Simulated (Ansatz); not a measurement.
Runs of Ansatz 0.2.0 on Te2Mo. The cell holds a slab with vacuum, 6 atoms: a = 6.362 Å, b = 3.480 Å, c = 36.176 Å, α = 90.00°, β = 90.14°, γ = 90.00°. 

| task | level | cell | k mesh | mesh quality | gap on the mesh (eV) | relaxed volume (Å³/atom) | largest force (eV/Å) |
| --- | --- | --- | --- | --- | --- | --- | --- |
| single point | HSE06 | as given | 3 × 5 × 1 | coarse | none | - | 0.35 |
| relaxation of cell and atoms | BLYP | relaxed | 4 × 8 × 1 | not flagged | none | (b) | - |
| relaxation of cell and atoms | LDA | relaxed | 4 × 8 × 1 | not flagged | - | 126.92 | - |
| relaxation of cell and atoms | PBEsol+D4 | relaxed | 4 × 8 × 1 | not flagged | - | (a) | 0.01 |
| relaxation of cell and atoms | BLYP+D4 | relaxed | 4 × 8 × 1 | not flagged | none | 133.89 | 0.01 |

Alike in all rows: potentials or basis Ansatz PAW; no spin polarisation; cutoff (eV) 420; smearing fermi-dirac 0.05 eV.

Task: Estimate the missing entries.

Result: (a) 128.78; (b) 141.22.

Caveats: some runs use coarse meshes; the PAW data sets come from PBE, with cores solved anew for the run's functional, which leaves a small shift of forces and pressure; the plane-wave basis is chosen anew once the cell has moved, so the energies of steps on either side of that aren't comparable (some runs); the potentials were made for another functional, which shifts forces and pressure (some runs).

A k mesh can miss the band edges, and the runs leave out spin-orbit coupling on Mo, Te.

A gap of «none» marks a metal or a gap under the smearing width.

Not every run made on this cell is shown here.
